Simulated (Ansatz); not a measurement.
Input:

ZrO2:
```cif
data_O8Zr4
_chemical_formula_sum 'Zr4 O8'
_space_group_name_H-M_alt 'P 1'
_space_group_IT_number 1
_cell_length_a 5.12799
_cell_length_b 5.21129
_cell_length_c 5.29559
_cell_angle_alpha 90.000
_cell_angle_beta 99.610
_cell_angle_gamma 90.000
loop_
_space_group_symop_operation_xyz
  'x, y, z'
loop_
_atom_site_label
_atom_site_type_symbol
_atom_site_fract_x
_atom_site_fract_y
_atom_site_fract_z
_atom_site_occupancy
Zr1 Zr 0.27719 0.04324 0.20940 1
Zr2 Zr 0.72281 0.54324 0.29060 1
Zr3 Zr 0.72281 0.95676 0.79060 1
Zr4 Zr 0.27719 0.45676 0.70940 1
O1 O 0.07002 0.33652 0.34129 1
O2 O 0.92998 0.83652 0.15871 1
O3 O 0.92998 0.66348 0.65871 1
O4 O 0.07002 0.16348 0.84129 1
O5 O 0.44863 0.75772 0.47964 1
O6 O 0.55137 0.25772 0.02036 1
O7 O 0.55137 0.24228 0.52036 1
O8 O 0.44863 0.74228 0.97964 1
```

This is the PBEsol-relaxed structure.

### Question
All from the program Ansatz at the PBEsol level (PAW), unless another level is named. Estimate the smallest direct gap on the standard path.

### Answer
3.67 eV.

### Question
What about the hole effective mass with spin–orbit coupling?

### Answer
1.9, 2.1, 17 mₑ (principal values).

### Question
What about the electron effective mass?

### Answer
0.98, 0.98, 11 mₑ (principal values).

### Question
Next, the valence-band maximum?

### Answer
at Γ.

Space group P2_1/c. The PBEsol relaxation kept the symmetry of its start. The run is not spin-polarised. Scalar-relativistic: spin–orbit coupling is off unless named, which matters more the heavier the elements.

Potentials: the later of the program's two PAW sets.
